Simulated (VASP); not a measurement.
Crystal: TiTe2.

```
Te Ti
1.0
     3.77700    0.00000    0.00000
    -1.88850    3.27098    0.00000
     0.00000    0.00000    6.49800
Te Ti
2 1
Direct
  0.33333 0.66667 0.73720
  0.66667 0.33333 0.26280
  0.00000 0.00000 0.00000
```

Program: VASP 6.6.1. Alike in all runs: level PBE; potentials or basis VASP PAW PBE potentials, release 64 (Te, Ti_sv); no spin polarisation; cell as given; k mesh 8 × 8 × 4; cutoff (eV) 520; smearing gaussian 0.02 eV. Hardware: 1 thread of AMD EPYC 9R45 (Zen 5) (shared host).

Problem. Order these runs on this cell by their wall time, lowest first.
A. task optical spectrum
B. task atomic charges
C. task density of states; k mesh for the DOS 12 × 12 × 6; occupations for the DOS tetrahedron

Solution. B (32 s), A (64 s), C (130 s).

Caveats: spectra need much finer meshes, so this one isn't converged (some runs); independent-particle spectra lack excitons (some runs); the intraband (Drude) part of a metal's response may be missing (some runs).
